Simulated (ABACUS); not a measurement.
The system is Fe.

```
Fe
1.0
    -1.44300    1.44300    1.44300
     1.44300   -1.44300    1.44300
     1.44300    1.44300   -1.44300
Fe
1
Direct
  0.00000 0.00000 0.00000
```

Program: ABACUS 3.10.1. Alike in all runs: task single point; spin collinear, ferromagnetic start; cell as given; smearing fermi-dirac 0.05 eV.

Question: Order these runs on this cell by their pressure, lowest first.
A. level PBEsol; potentials or basis PseudoDojo NC SR 0.4 PBEsol stringent, plane waves; k mesh 10 × 10 × 10; cutoff (eV) 1619; radial cutoff of the potentials (pseudo_rcut) 10 bohr; SCF threshold on the density 1e-08; eigensolver dav; mesh quality not flagged
B. level TM; potentials or basis SG15 ONCV 1.2 PBE, plane waves; k mesh 8 × 8 × 8; cutoff (eV) 1415; radial cutoff of the potentials (pseudo_rcut) 10 bohr; SCF threshold on the density 1e-08; eigensolver dav; mesh quality coarse
C. level BLYP; potentials or basis PseudoDojo NC SR 0.4.1 PBE standard, DZP LCAO (the cutoffs set its grid); k mesh 12 × 12 × 12; cutoff (eV) 1361; orbital files Fe Fe_confined-atom_7au_3s2p2d1f.orb; radial cutoff of the potentials (pseudo_rcut) 10 bohr; SCF threshold on the density 1e-07; eigensolver genelpa; mesh quality not flagged
D. level PBE; potentials or basis PseudoDojo NC SR 0.5 PBE stringent, plane waves; k mesh 10 × 10 × 10; cutoff (eV) 1619; radial cutoff of the potentials (pseudo_rcut) 7 bohr; SCF threshold on the density 1e-08; eigensolver dav; mesh quality not flagged
E. level PBE; potentials or basis PseudoDojo NC SR 0.4.1 PBE standard, plane waves; k mesh 13 × 13 × 13; cutoff (eV) 1225; radial cutoff of the potentials (pseudo_rcut) 10 bohr; SCF threshold on the density 1e-08; eigensolver dav; mesh quality not flagged

Answer: A (-19.4 GPa), D (-10.3 GPa), B (-8.1 GPa), E (-4.9 GPa), C (-0.9 GPa).

Caveats: some runs use coarse meshes; the potentials were made for another functional, which shifts forces and pressure (some runs); the atomic orbitals were generated for these runs and aren't a published set (some runs); the basis of atomic orbitals isn't converged, which shifts pressures, moduli and gaps (some runs); so large a pressure means that the cell lies far from this level's equilibrium, or that cutoff or potentials fall short (some runs).

Not every run made on this cell is shown here.
